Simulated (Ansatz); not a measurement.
CuO (Cccm)

All numbers below come from DFT PBE+U, scalar-relativistic, plane waves, PAW (Ansatz 0.2.0).

Settings: cutoff 420 eV, Γ-centred mesh 14×14×8 on the computed 4-atom cell, Gaussian smearing of 0.10 eV; U_eff Cu 4.00 eV on the d shells (Löwdin-orthogonalised atomic orbitals); no spin polarisation.

The structure is relaxed at this level of theory with its symmetry kept. This form isn't the usual stable structure of the compound.

```cif
data_structure
_symmetry_space_group_name_H-M 'P 1'
_symmetry_Int_Tables_number 1
_cell_length_a 2.9635
_cell_length_b 2.9635
_cell_length_c 5.1736
_cell_angle_alpha 90.000
_cell_angle_beta 90.000
_cell_angle_gamma 90.344
_cell_volume 45.43
loop_
_atom_site_label
_atom_site_type_symbol
_atom_site_fract_x
_atom_site_fract_y
_atom_site_fract_z
_atom_site_occupancy
Cu1 Cu 0.00000 0.50000 0.00000 1
Cu2 Cu 0.50000 0.00000 0.50000 1
O1 O 0.50000 0.50000 0.25000 1
O2 O 0.50000 0.50000 0.75000 1
```

(1) Density of states at the Fermi level?

(2) Löwdin character within 0.5 eV of the Fermi level?

(3) Bader charges (e)?

Spin polarisation was left out, and a magnetic state may lie lower.

A ferromagnetic start lost its moments in a first run, so spin was left out; other magnetic orders weren't tried.

Results:

(1) 2.04 states/eV per cell.

(2) O 2p 51 %, Cu 3d 45 %.

(3) Cu (2 in the cell) 0.93, O (2 in the cell) -0.93.

Cost: 1 run of about 2.1 core-minutes, on Arm Neoverse V1 (shared hosts).